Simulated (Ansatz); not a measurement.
Nb:

```
CELL_PARAMETERS angstrom
-1.66395 1.66395 1.66395
1.66395 -1.66395 1.66395
1.66395 1.66395 -1.66395
ATOMIC_POSITIONS crystal
Nb 0.00000 0.00000 0.00000
```

- Program: Ansatz 0.2.0
- Task: relaxation of cell and atoms
- Functional: PBEsol
- Dispersion: D3(BJ)
- Potentials or basis: all-electron LAPW, scalar-relativistic
- Basis error allowed: 0.001 eV/atom
- k mesh: 11 × 11 × 11
- Occupations: fermi-dirac, width 0.05 eV
- Spin: no spin polarisation

At the start: volume 18.43 Å³/atom.

How do energy, volume and symmetry change on relaxing?

Over 5 steps the energy falls by 72.2 meV/atom and the volume is 16.90 Å³/atom (-8.3 %); space group Im-3m (No. 229, to 0.05 Å).

Step by step:
```csv
step,energy change (eV),largest force (eV/Å),volume (Å³)
1,0.0000,0.0000,18.43
2,-0.0320,0.0000,15.86
3,-0.0719,0.0000,16.99
4,-0.0722,0.0000,16.90
5,-0.0722,0.0000,16.90
```

Final structure:
```cif
data_structure
_symmetry_space_group_name_H-M 'P 1'
_symmetry_Int_Tables_number 1
_cell_length_a 2.7999
_cell_length_b 2.7999
_cell_length_c 2.7999
_cell_angle_alpha 109.471
_cell_angle_beta 109.471
_cell_angle_gamma 109.471
_cell_volume 16.90
loop_
_atom_site_label
_atom_site_type_symbol
_atom_site_fract_x
_atom_site_fract_y
_atom_site_fract_z
_atom_site_occupancy
Nb1 Nb 0.00000 0.00000 0.00000 1
```
